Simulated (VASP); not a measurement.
# Na (Fm-3m) in VASP: single point with LDA

Aim: the single point of Na with LDA.

Everything below comes from runs of VASP 6.6.1. Logs are shortened: lines on timing, memory, paths and dates and some standing lists are left out, and cuts for length are marked.

## 1. Starting point

Symmetry: Fm-3m, No. 225, cubic system. The conventional cell has a = 5.118 Å, b = 5.118 Å, c = 5.118 Å, α = 90.00°, β = 90.00°, γ = 90.00°. Na (site symmetry m-3m) has 12 Na at 3.62 Å as nearest neighbours.

The cell was built by a generator and needn't be a form met in nature.

## 2. Single point, LDA

INCAR reads:

```
SYSTEM = Na
  ALGO = Normal
  EDIFF = 1E-6
  ENCUT = 520
  ISIF = 2
  ISMEAR = -1
  LASPH = .True.
  LCHARG = .False.
  LREAL = .False.
  LWAVE = .False.
  NBANDS = 10
  NELM = 60
  PREC = Accurate
  SIGMA = 0.13605693000000002
```

KPOINTS reads:

```
k-points
0
Gamma
  11 11 11
  0 0 0
```

POSCAR reads:

```
Na
1.0
    0.0000000000      2.5592258401      2.5592258401
    2.5592258401      0.0000000000      2.5592258401
    2.5592258401      2.5592258401      0.0000000000
Na
1
Direct
    0.0000000000      0.0000000000      0.0000000000
```

Potentials or basis: VASP PAW LDA potentials, release 64 (Na_pv).

Run with:

```bash
> cat potpaw_LDA.64/Na_pv/POTCAR > POTCAR
> mpirun -np 1 vasp_std > vasp.out
```

OUTCAR:

```text
SYSTEM = Na
   EDIFF = 1E-6
   ENCUT = 520
   ISIF = 2
   ISMEAR = -1
   LASPH = .True.
   LREAL = .False.
   NELM = 60
   PREC = Accurate

 ion  position               nearest neighbor table
   1  0.000  0.000  0.000-

  LATTYP: Found a face centered cubic cell.
 ALAT       =     5.1184516802

  Lattice vectors:

 A1 = (   0.0000000000,   2.5592258401,   2.5592258401)
 A2 = (   2.5592258401,   0.0000000000,   2.5592258401)
 A3 = (   2.5592258401,   2.5592258401,   0.0000000000)

Analysis of symmetry for initial positions (statically):
=====================================================================
 Subroutine PRICEL returns:
 Original cell was already a primitive cell.

 Routine SETGRP: Setting up the symmetry group for a
 face centered cubic supercell.

 Subroutine GETGRP returns: Found 48 space group operations
 (whereof 48 operations were pure point group operations)
 out of a pool of 48 trial point group operations.

The static configuration has the point symmetry O_h .

Analysis of symmetry for dynamics (positions and initial velocities):
=====================================================================
 Subroutine PRICEL returns:
 Original cell was already a primitive cell.

 Routine SETGRP: Setting up the symmetry group for a
 face centered cubic supercell.

 Subroutine GETGRP returns: Found 48 space group operations
 (whereof 48 operations were pure point group operations)
 out of a pool of 48 trial point group operations.

The dynamic configuration has the point symmetry O_h .

 Subroutine INISYM returns: Found 48 space group operations
 (whereof 48 operations are pure point group operations),
 and found     1 'primitive' translations

----------------------------------------------------------------------------------------

                                     Primitive cell

  volume of cell :      33.5240

  direct lattice vectors                    reciprocal lattice vectors
     0.000000000  2.559225840  2.559225840    -0.195371582  0.195371582  0.195371582
     2.559225840  0.000000000  2.559225840     0.195371582 -0.195371582  0.195371582
     2.559225840  2.559225840  0.000000000     0.195371582  0.195371582 -0.195371582

  length of vectors
     3.619291892  3.619291892  3.619291892     0.338393506  0.338393506  0.338393506

  position of ions in fractional coordinates (direct lattice)
     0.000000000  0.000000000  0.000000000

  ion indices of the primitive-cell ions
   primitive index   ion index
                 1           1

----------------------------------------------------------------------------------------

 KPOINTS: k-points

Automatic generation of k-mesh.
 Grid dimensions read from file:
 generate k-points for:   11   11   11

 Generating k-lattice:

  Cartesian coordinates                     Fractional coordinates (reciprocal lattice)
    -0.017761053  0.017761053  0.017761053     0.090909091  0.000000000  0.000000000
     0.017761053 -0.017761053  0.017761053     0.000000000  0.090909091  0.000000000
     0.017761053  0.017761053 -0.017761053     0.000000000  0.000000000  0.090909091

  Length of vectors
     0.030763046  0.030763046  0.030763046

  Shift w.r.t. Gamma in fractional coordinates (k-lattice)
     0.000000000  0.000000000  0.000000000

 Subroutine IBZKPT returns following result:
 ===========================================

 Found     56 irreducible k-points:

 Following reciprocal coordinates:
            Coordinates               Weight
  0.000000  0.000000  0.000000      1.000000
  0.090909  0.000000  0.000000      8.000000
  0.181818  0.000000  0.000000      8.000000
  0.272727  0.000000  0.000000      8.000000
  0.363636  0.000000  0.000000      8.000000
  0.454545  0.000000  0.000000      8.000000
[... 16 lines left out ...]
 -0.272727  0.181818  0.000000     24.000000
 -0.181818  0.181818  0.000000     12.000000
 [... further k-points ...]
   k-points           NKPTS =     56   k-points in BZ     NKDIM =     56   number of bands    NBANDS=     10
   number of dos      NEDOS =    301   number of ions     NIONS =      1
   total plane-waves  NPLWV =  21952
   dimension x,y,z NGX =    28 NGY =   28 NGZ =   28
   dimension x,y,z NGXF=    56 NGYF=   56 NGZF=   56
   ions per type =               1
   NGX,Y,Z   is equivalent  to a cutoff of  12.86, 12.86, 12.86 a.u.
   NGXF,Y,Z  is equivalent  to a cutoff of  25.72, 25.72, 25.72 a.u.
 SYSTEM =  Na
   PREC   = accura    normal or accurate (medium, high low for compatibility)
   ISTART =      0    job   : 0-new  1-cont  2-samecut
   ICHARG =      2    charge: 1-file 2-atom 10-const
   ISPIN  =      1    spin polarized calculation?
   LNONCOLLINEAR =      F non collinear calculations
   LSORBIT =      F    spin-orbit coupling
   LASPH  =      T    aspherical Exc in radial PAW
   ENCUT  =  520.0 eV  38.22 Ry    6.18 a.u.   6.73  6.73  6.73*2*pi/ulx,y,z
   NELM   =     60;   NELMIN=  2; NELMDL= -5     # of ELM steps
   EDIFF  = 0.1E-05   stopping-criterion for ELM
   LREAL  =      F    real-space projection
   EDIFFG = 0.1E-04   stopping-criterion for IOM
   NSW    =      0    number of steps for IOM
   IBRION =     -1    ionic relax: 0-MD 1-quasi-New 2-CG
   NFREE  =      0    steps in history (QN), initial steepest desc. (CG)
   ISIF   =      2    stress and relaxation
   ISYM   =      2    0-nonsym 1-usesym 2-fastsym
   POTIM  = 0.5000    time-step for ionic-motion
   TEBEG  =    0.0;   TEEND  =   0.0 temperature during run
   PSTRESS=    0.0 pullay stress
   NELECT =       7.0000    total number of electrons
   NUPDOWN=      -1.0000    fix difference up-down
   EMIN   =  10.00;   EMAX   =-10.00  energy-range for DOS
   EFERMI =   0.00;   METHOD = LEGACY
   ISMEAR =    -1;   SIGMA  =   0.14  broadening in eV -4-tet -1-fermi 0-gaus
   EFERMI_NEDOS =   21; number of points for ismear=-14 and -15
   IALGO  =     38    algorithm
   IMIX   =      4    mixing-type and parameters
     AMIX     =   0.40;   BMIX     =  1.00
     AMIX_MAG =   1.60;   BMIX_MAG =  1.00
  volume/ion in A,a.u.               =      33.52       226.23
  Fermi-wavevector in a.u.,A,eV,Ry     =   0.971230  1.835359 12.834217  0.943288
  Thomas-Fermi vector in A             =   2.101430
   LORBIT       =      0    0 simple, 1 ext, 2 COOP (PROOUT), +10 PAW based schemes
   GGA     = CA    functional components
   LHFCALC =     F    Hartree Fock is set to
   AEXX    =    0.0000 exact exchange contribution
   IVDW    =     0    specifies the selected vdW correction
   LEPSILON=     F    determine dielectric tensor
   LRPA    =     F    only Hartree local field effects (RPA)
 non-spin polarized calculation
  energy-cutoff  :      520.00
  volume of cell :       33.52
 maximum number of plane-waves:       917
   NGX = 13   NGY = 13   NGZ = 13

 number of electron       6.9999993 magnetization

 Free energy of the ion-electron system (eV)
  ---------------------------------------------------
  ext. energy  EPLUGINS =         0.00000000
  ---------------------------------------------------
  free energy    TOTEN  =        -1.46756908 eV

  energy without entropy =       -1.43911303  energy(sigma->0) =       -1.45334105

 E-fermi :   0.4686     XC(G=0):  -7.0161

 val. band max:        0.3756621087   @ k =   0.4545   0.2727   0.0000
 cond. band min:       0.5034594913   @ k =   0.4545   0.0000   0.0000
 fundamental gap:      0.1277973826
 Fermi energy:         0.4686017073

 k-point     1 :       0.0000    0.0000    0.0000
  band No.  band energies     occupation
      1     -24.4101      2.00000
      2     -24.4101      2.00000
      3     -24.4101      2.00000
      4      -3.0475      2.00000
      5      12.1027      0.00000
      6      12.1027      0.00000
      7      12.1027      0.00000
      8      13.4537      0.00000
      9      13.9319      0.00000
     10      13.9319      0.00000

 k-point     2 :       0.0909    0.0000    0.0000
  band No.  band energies     occupation
      1     -24.4142      2.00000
      2     -24.4106      2.00000
      3     -24.4106      2.00000
      4      -2.8997      2.00000
      5      10.2676      0.00000
      6      11.8546      0.00000
      7      11.8546      0.00000
      8      13.4393      0.00000
      9      14.3985      0.00000
     10      14.3985      0.00000

 k-point     3 :       0.1818    0.0000    0.0000
  band No.  band energies     occupation
      1     -24.4252      2.00000
      2     -24.4121      2.00000
      3     -24.4121      2.00000
      4      -2.4593      2.00000
      5       7.9445      0.00000
      6      11.4682      0.00000
      7      11.4682      0.00000
      8      12.9557      0.00000
      9      14.7076      0.00000
     10      14.7076      0.00000

 k-point     4 :       0.2727    0.0000    0.0000
  band No.  band energies     occupation
      1     -24.4395      2.00000
      2     -24.4141      2.00000
      3     -24.4141      2.00000
      4      -1.7345      2.00000
      5       5.7690      0.00000
      6      11.2016      0.00000
      7      11.2016      0.00000
      8      12.5955      0.00000
      9      13.6897      0.00000
     10      13.6897      0.00000

 k-point     5 :       0.3636    0.0000    0.0000
  band No.  band energies     occupation
      1     -24.4525      2.00000
      2     -24.4159      2.00000
      3     -24.4159      2.00000
      4      -0.7382      1.99972
      5       3.8010      0.00000
      6      11.0948      0.00000
      7      11.0948      0.00000
      8      12.4333      0.00000
      9      12.8800      0.00000
     10      12.8800      0.00000

 k-point     6 :       0.4545    0.0000    0.0000
  band No.  band energies     occupation
      1     -24.4603      2.00000
      2     -24.4169      2.00000
      3     -24.4169      2.00000
      4       0.5035      0.87260
      5       2.0736      0.00002
      6      11.1007      0.00000
      7      11.1007      0.00000
      8      12.4101      0.00000
      9      12.4101      0.00000
     10      12.4123      0.00000
[... 183 lines left out ...]
 k-point    21 :      -0.4545    0.1818    0.0000
  band No.  band energies     occupation
      1     -24.4561      2.00000
      2     -24.4269      2.00000
      3     -24.4200      2.00000
      4       1.3972      0.00217
      5       2.0869      0.00001
      6       7.4003      0.00000
      7       9.6341      0.00000
      8      10.5866      0.00000
      9      14.7250      0.00000
     10      15.9174      0.00000

 k-point    22 :      -0.3636    0.1818    0.0000
  band No.  band energies     occupation
      1     -24.4536      2.00000
      2     -24.4280      2.00000
      3     -24.4183      2.00000
      4       0.5545      0.69440
      5       3.0842      0.00000
      6       7.0690      0.00000
      7      10.1476      0.00000
      8      11.1487      0.00000
      9      14.3160      0.00000
     10      15.5557      0.00000

 k-point    23 :      -0.2727    0.1818    0.0000
  band No.  band energies     occupation
      1     -24.4467      2.00000
      2     -24.4263      2.00000
      3     -24.4159      2.00000
      4      -0.5976      1.99921
      5       4.8373      0.00000
      6       7.0204      0.00000
      7      10.9045      0.00000
      8      11.9642      0.00000
      9      14.0465      0.00000
     10      15.3510      0.00000

 k-point    24 :      -0.1818    0.1818    0.0000
  band No.  band energies     occupation
      1     -24.4382      2.00000
      2     -24.4219      2.00000
      3     -24.4136      2.00000
      4      -1.4954      2.00000
      5       6.4963      0.00000
      6       7.5519      0.00000
      7      11.8980      0.00000
      8      12.9762      0.00000
      9      13.5940      0.00000
     10      15.0428      0.00000

 [... further k-points ...]

------------------------ aborting loop because EDIFF is reached ----------------------------------------

  FORCE on cell =-STRESS in cart. coord.  units (eV):
  Direction    XX          YY          ZZ          XY          YZ          ZX
  --------------------------------------------------------------------------------------
  -------------------------------------------------------------------------------------
  Total       -0.0074849     -0.0074849     -0.0074849     -0.0000000     -0.0000000      0.0000000
  in kB       -0.3577174     -0.3577174     -0.3577174     -0.0000000     -0.0000000      0.0000000
  external PRESSURE =      -0.3577174 kB  Pullay stress =       0.0000000 kB

 VOLUME and BASIS-vectors are now :
 -----------------------------------------------------------------------------
  energy-cutoff  :      520.00
  volume of cell :       33.52
      direct lattice vectors                 reciprocal lattice vectors
     0.000000000  2.559225840  2.559225840    -0.195371582  0.195371582  0.195371582
     2.559225840  0.000000000  2.559225840     0.195371582 -0.195371582  0.195371582
     2.559225840  2.559225840  0.000000000     0.195371582  0.195371582 -0.195371582

 POSITION                                       TOTAL-FORCE (eV/Angst)
 -----------------------------------------------------------------------------------
      0.00000      0.00000      0.00000        -0.000000     -0.000000     -0.000000
 -----------------------------------------------------------------------------------
    total drift:                               -0.000000     -0.000000     -0.000000

  FREE ENERGIE OF THE ION-ELECTRON SYSTEM (eV)
  ---------------------------------------------------
  free  energy   TOTEN  =        -1.4675690775 eV

  energy  without entropy=       -1.4391130288  energy(sigma->0) =       -1.45334105
```

Run time: 6.2 s. Hardware: 1 thread of Intel Xeon 6975P-C (Granite Rapids), shared host; peak memory 0.13 GiB.

What came out:

```yaml
Free_energy: -1.4676 eV
Pressure: 0.0 GPa
Band_gap_on_the_k_mesh: none (metal or under the smearing width)
```

Levels at points of the mesh, in eV from the Fermi level:
```tsv
k point	band 1	band 2	band 3	band 4	band 5	band 6	band 7	band 8
(0.00, 0.00, 0.00)	-24.88	-24.88	-24.88	-3.52	11.63	11.63	11.63	12.99
```
